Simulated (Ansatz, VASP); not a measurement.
One calculation of Mn, two programs

The input INCAR:

```
SYSTEM = Mn
ALGO = Normal
EDIFF = 1E-7
ENCUT = 520
GGA = CA
GGA_COMPAT = .FALSE.
ISIF = 2
ISMEAR = -1
LASPH = .TRUE.
LCHARG = .FALSE.
LMAXMIX = 4
LNONCOLLINEAR = .TRUE.
LORBIT = 11
LORBMOM = .TRUE.
LREAL = .FALSE.
LSORBIT = .TRUE.
LWAVE = .FALSE.
MAGMOM = 0 0 0
NBANDS = 24
NELM = 150
PREC = Accurate
SIGMA = 0.1
```

Contents of KPOINTS:

```
k-points
0
G
  16 16 16
  0 0 0
```

POSCAR

```
Mn
1.0
   -1.3632514138      1.3632514138      1.3632514138
    1.3632514138     -1.3632514138      1.3632514138
    1.3632514138      1.3632514138     -1.3632514138
Mn
1
Direct
    0.0000000000      0.0000000000      0.0000000000
```

Input for Ansatz:

```yaml
crystal:
  lattice:
    - [-1.3632514138, 1.3632514138, 1.3632514138]
    - [1.3632514138, -1.3632514138, 1.3632514138]
    - [1.3632514138, 1.3632514138, -1.3632514138]
  atoms:
    - { symbol: Mn, position: [0.0, 0.0, 0.0] }
hamiltonian:
  xc: lda
  pseudopotentials:
    kind: paw_fr
    azcp:
      Mn: "pseudopotentials/Mn.paw.azcp"
basis:
  ecutwfc: 420
  fft_grid_basis: typed
kpoints:
  mp_grid: { grid: [16, 16, 16], shift: [0, 0, 0] }
magnetization:
  noncollinear: true
  spin_orbit: true
scf:
  occupations: { method: fermi_dirac, width: 0.1 }
output:
  write_density: true
  write_potential: true
  elf: true
  volumetric_format: npy
```

Alike in both runs: task single point; functional LDA; k mesh 16 × 16 × 16; occupations fermi-dirac, width 0.1 eV; non-collinear spin, spin-orbit coupling.

|  | VASP | Ansatz |
| --- | --- | --- |
| version | VASP 6.6.1 | Ansatz 0.2.0 |
| potentials or method | VASP PAW LDA potentials, release 64 (Mn_pv) | plane waves (420 eV) with PAW, fully relativistic with spin-orbit coupling |
| plane-wave cutoff (eV) | 520 | 420 |
| valence electrons in the cell | 13 | 15 |

```tsv
	VASP	Ansatz	Ansatz less VASP
net moment per atom (μB)	0.00	0.00	0.000
```

The two sets of potentials don't hold the same shells in valence. Ansatz warned: «pseudo_functional_mismatch».
